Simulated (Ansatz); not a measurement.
A plane-wave DFT run in Ansatz 0.2.0 (scalar-relativistic PAW potentials unless the input names others): input and command.

```yaml
crystal:
  lattice:
    - [0.0, -3.00437503, -3.00618079]
    - [0.0, 3.00437503, -3.00618079]
    - [12.29827708, 0.0, 0.0]
  atoms:
    - { symbol: Pb, position: [0.74336197, 0.24336197, 0.5737953105] }
    - { symbol: Pb, position: [0.24336197, 0.74336197, 0.3448924867] }
    - { symbol: S, position: [0.23563803, 0.73563803, 0.5637759636] }
    - { symbol: S, position: [0.73563803, 0.23563803, 0.3549118336] }
basis:
  ecutwfc: "600 eV"
kpoints:
  mp_grid: { grid: [6, 6, 3] }
hamiltonian:
  xc: pbe
  dispersion: d3bj
scf:
  occupations: { method: gaussian, width: 0.05 }
  initial_density: { chi_scale: 0.3 }
output:
  forces: true
  eigenvalues: true
  stress: true
```

```bash
ansatz run input.yaml --threads 2 --pin off --max-ram 2560MiB --backend cpu --events-out ev --progress --plain --runs-dir out
```

Abridged log:
```
Pseudopotentials: kind: paw
Pseudopotential: Pb, paw, valence charge 14, recommended cutoff 420 eV (normal)
Pseudopotential: S, paw, valence charge 6, recommended cutoff 420 eV (normal)
Functional definition: PBE
Crystal: 4 atoms, lattice volume = 222.149 Å³
Basis set: ecut = 600 eV, 7361 PW (Γ), exchange–correlation on 72×72×200 points (8 copies of the dense FFT grid, shifted against one another)
Bands: 24, of which v1, the nominal top of the filled ones, is band 20 counted from 1 (19 counted from 0)
Symmetry: 4 space group operations
Space group: Aem2 (ITA 39), of the structure as read, at distance tolerance 6.1e-5 Å
k-points: 26 of 108 (time reversal used)
Initial density: superposition of atomic densities (chi_scale 0.3, normalization cell, long waves kept (reshape's long-wave potential 0.07 eV rms))
Initial wavefunctions: pseudopotential atomic-orbital guess
Functional: x = pbe(κ = 0.804, μ = 0.21951497), c = pbe(β = 0.06672455)
SCF iter   1: F=—  HF=-25620.068259 eV  |F-HF|=—  |Δ(HF+E_count)|=         —  Δρ=1.62e-2  dr2=1.06e0  ethr=2.64e-3  ⟨swp⟩=1.0  Hψ=4088  notcnv=0
SCF iter   2: F=—  HF=-25619.814942 eV  |F-HF|=—  |Δ(HF+E_count)|=   2.53e-1  Δρ=7.84e-3  dr2=1.34e-1  ethr=2.64e-3  ⟨swp⟩=2.8  Hψ=949  notcnv=0
SCF iter   3: F=—  HF=-25619.811819 eV  |F-HF|=—  |Δ(HF+E_count)|=   3.12e-3  Δρ=3.13e-3  dr2=2.67e-2  ethr=3.36e-4  ⟨swp⟩=3.3  Hψ=1455  notcnv=0
SCF iter   4: F=—  HF=-25619.814287 eV  |F-HF|=—  |Δ(HF+E_count)|=   2.47e-3  Δρ=6.12e-4  dr2=1.01e-3  ethr=6.67e-5  ⟨swp⟩=2.1  Hψ=893  notcnv=0
SCF iter   5: F=—  HF=-25619.814815 eV  |F-HF|=—  |Δ(HF+E_count)|=   5.28e-4  Δρ=1.79e-4  dr2=6.45e-5  ethr=2.53e-6  ⟨swp⟩=3.0  Hψ=1165  notcnv=0
SCF iter   6: F=—  HF=-25619.814900 eV  |F-HF|=—  |Δ(HF+E_count)|=   8.53e-5  Δρ=6.24e-5  dr2=1.47e-5  ethr=1.61e-7  ⟨swp⟩=2.0  Hψ=1128  notcnv=0
SCF iter   7: F=—  HF=-25619.814907 eV  |F-HF|=—  |Δ(HF+E_count)|=   7.11e-6  Δρ=8.91e-6  dr2=1.30e-7  ethr=3.67e-8  ⟨swp⟩=3.0  Hψ=1144  notcnv=0
SCF iter   8: F=-25619.814907 eV  HF=-25619.814907 eV  |F-HF|=1.38e-9  |Δ(HF+E_count)|=   2.50e-7  Δρ=1.43e-6  dr2=7.66e-9  ethr=2.50e-10  ⟨swp⟩=7.2  Hψ=3199  notcnv=0
SCF 1 converged in 8 iterations: F = -25619.814907 eV  dr2 = 7.66e-9
SCF converged after 8 iterations
Free energy (F): -25619.814907 eV
Harris-Foulkes:  -25619.814907 eV  (|F-HF|=1.38e-9)
Internal energy: -25619.814907 eV  (E = F + TS)
E sigma→0 (E₀):  -25619.814907 eV
Fermi energy:    2.059841 eV
  E_disp       = -0.905175  (pairwise vdW)
--- Forces (eV/Å), atoms counted from 1 ---
  atom   1  Pb    -0.04653199     0.00000000     0.00486776
  atom   2  Pb     0.04653199     0.00000000     0.00486776
  atom   3  S     -0.06605371     0.00000000    -0.00487121
  atom   4  S      0.06605371     0.00000000    -0.00487121
--- Stress (GPa, compression-positive) ---
       -0.269413       0.000000       0.000000
        0.000000      -0.605213       0.000000
        0.000000       0.000000      -0.603476
  P = ⅓ Tr σ = -0.4927 GPa (-4.927 kbar)
```

Apart from outputs and empty bands, the input differs from a reference run on usual settings in scf.initial_density.chi_scale: not typed → 0.3; basis.ecutwfc: 420 → "600 eV". The reference, at the same geometry (not necessarily relaxed), gave pressure -0.49 GPa, largest force 0.066 eV/Å, gap on the mesh 2.07 eV. This run converged in 8 SCF iterations (reference: 6) with an energy at zero smearing 0.51 meV/atom below the reference's, pressure -0.49 GPa, largest force 0.066 eV/Å, gap on the mesh 2.07 eV.

The run took 19 s on 2 threads of Arm Neoverse N1 (shared host), peak memory 0.56 GiB.